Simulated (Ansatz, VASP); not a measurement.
One calculation of Ir, two programs

```xyz
2
Lattice="0.0000 2.4479 2.4479 2.4479 0.0000 2.4479 2.4479 2.4479 0.0000" Properties=species:S:1:pos:R:3 pbc="T T T"
Ir   -0.6120   -0.6120   -0.6120
Ir    0.6120    0.6120    0.6120
```

Change from the starting cell: volume scaled by 0.68, crystal datasets.

Alike in both runs: task single point; functional PBE; k mesh 14 × 14 × 14; occupations fermi-dirac, width 0.05 eV; no spin polarisation.

```csv
,VASP,Ansatz
version,VASP 6.6.1,Ansatz 0.2.0
potentials or method,"VASP PAW PBE potentials, release 64 (Ir), cutoff 520 eV","all-electron PAW with datasets made for the crystal, scalar-relativistic"
```

|  | VASP | Ansatz | Ansatz less VASP |
| --- | --- | --- | --- |
| pressure (GPa) | 168.4 | 180.1 | +11.69 |

Ansatz ran all-electron here, so the differences hold the error of VASP's frozen core and of both bases.

Caveats: the cell as given lies far from equilibrium; so large a pressure means that the cell lies far from this level's equilibrium, or that cutoff or potentials fall short (VASP). The runs have no spin-orbit coupling, so splittings on Ir are missing.
